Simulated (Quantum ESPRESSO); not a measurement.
Cs under changes of volume

One of the cells (115.616 Å³/atom); the others are scaled copies at fixed shape and fractional positions:

```
Cs
1.0
     3.01901   -4.33813    0.00000
     3.01901    4.33813    0.00000
    -2.57494    0.00000    4.41389
Cs
1
Direct
  0.00000 0.00000 0.50000
```

This isn't the form of Cs at room conditions, which is bcc.

| Property | Result |
| --- | --- |
| Program | Quantum ESPRESSO 7.5 |
| Functional | PBE |
| Potentials or basis | SSSP 1.3 efficiency PBE |
| Cutoff | 748 eV |
| Density cutoff | 5987 eV |
| k mesh | 6 × 6 × 6 |
| Occupations | fermi-dirac, width 0.05 eV |
| Spin | no spin polarisation |

```tsv
volume (Å³/atom)	energy over the lowest point (meV/atom)	pressure (GPa)
108.679	4.89	0.2
110.992	2.66	0.1
113.304	1.14	0.1
115.616	0.27	0.0
117.929	0.00	0.0
120.241	?	?
122.553	1.05	-0.1
```

What does the run at 120.241 Å³/atom give?

Energy over the lowest point 0.27 meV/atom; pressure 0.0 GPa.

Worked out: A Birch-Murnaghan fit of order 3 (a polynomial in V^(-2/3)) to the other rows has its minimum at 117.89 Å³/atom with B0 = V·E''(V) = 1.9 GPa and B' = 3.4 at fixed shape and positions, which overstates the stiffness. It gives 0.27 meV/atom at 120.241 Å³/atom, against the run's 0.27, and -dE/dV = 0.0 GPa, against 0.0.

Energies are extrapolated to zero smearing.
